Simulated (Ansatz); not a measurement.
BaSnO3: response to strain

Start from BaSnO3 in the cubic perovskite structure (space group Pm-3m, No. 221; a = 4.1313 Å). Axes: x, y, z lie along the cube axes.

Strains are applied to the cell and any free atomic positions relax; under biaxial strain the out-of-plane vector relaxes too; under stress the whole cell relaxes.

Method: Ansatz (a program for electronic structure), r2SCAN, PAW, cutoff 500 eV, no spin-orbit coupling.

```tsv
change	space group	volume per atom
base	Pm-3m (No. 221)	14.10 Å³
biaxial strain −3.56 %, plane normal [001], relaxed out of plane	P4/mmm (No. 123)	13.45 Å³
biaxial strain +0.93 %, plane normal [001], relaxed out of plane	P4/mmm (No. 123)	14.28 Å³
biaxial strain −4.05 %, plane normal [111], relaxed out of plane	R-3m (No. 166)	13.34 Å³
isotropic strain +0.15 %	Pm-3m (No. 221)	14.17 Å³
isotropic strain +2.26 %	Pm-3m (No. 221)	15.08 Å³
tensor shear ε_xz = −3.65 %	Cmmm (No. 65)	14.08 Å³
uniaxial stress, 8 GPa compression along z	P4/mmm (No. 123)	13.90 Å³
```

Beyond what the load breaks, stability against distortions was not tested.
